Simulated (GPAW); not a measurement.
Input of a GPAW 26.7.0 run:

Contents of run.py:

```python
from ase.eos import EquationOfState
from ase.io import Trajectory
from ase.spacegroup import crystal
from ase.units import GPa
from gpaw import GPAW, PW

# Sn 1a
# Se 2d
atoms = crystal(['Sn', 'Se'],
                basis=[[0.0, 0.0, 0.0],
                       [0.6666666667, 0.3333333333, 0.751]],
                spacegroup=164, setting=1,  # P-3m1
                cellpar=[3.811, 3.811, 6.136, 90.0, 90.0, 120.0],
                primitive_cell=True)

traj = Trajectory('eos.traj', 'w')
volumes, energies = [], []
for x in [0.94, 0.96, 0.98, 1.0, 1.02, 1.04, 1.06]:
    a = atoms.copy()
    a.set_cell(atoms.cell * x**(1 / 3), scale_atoms=True)
    calc = GPAW(mode=PW(800),
                xc='LDA',
                kpts={'size': (6, 6, 3), 'gamma': True},
                occupations={'name': 'fermi-dirac', 'width': 0.05},
                setups='hgh',
                nbands=-11,
                convergence={'density': 1e-05, 'energy': 1e-05},
                maxiter=150,
                txt=f'eos-{x:.2f}.txt')
    a.calc = calc
    energies.append(a.get_potential_energy(force_consistent=True))
    volumes.append(a.get_volume())
    p = -a.get_stress()[:3].mean() / GPa
    calc.write(f'eos-{x:.2f}.gpw')
    traj.write(a)
    print(f'{x:.2f} {volumes[-1]:10.4f} A^3 {energies[-1]:14.6f} eV {p:9.3f} GPa', flush=True)

v0, e0, B = EquationOfState(volumes, energies, eos='birchmurnaghan').fit()
print(f'V0 = {v0:.4f} A^3, E0 = {e0:.6f} eV, B0 = {B / GPa:.2f} GPa')
```

Potentials or basis: HGH pseudopotentials, pw.

Command:

```sh
$ OMP_NUM_THREADS=1 python run.py
```

Task: What does it give for the bulk modulus at fixed shape and positions?

Result: 68 GPa.

Task: Predict the equilibrium volume.

Result: 25.79 Å³/atom.

Task: What does it give for the pressure derivative of the bulk modulus?

Result: 4.6.

Energy against volume, from the lowest point:
```
volume (Å³/atom)  energy (meV/atom)
          24.182              23.94
          24.697              10.60
          25.212               2.82
          25.726               0.00
          26.241               1.62
          26.755               7.19
          27.270              16.33
```

Caveat: the cell was scaled at fixed shape and fractional positions, which overstates the stiffness of a crystal with free parameters, most of all of layers and chains; HGH potentials are hard and often keep d shells in the core, so these values are rough.
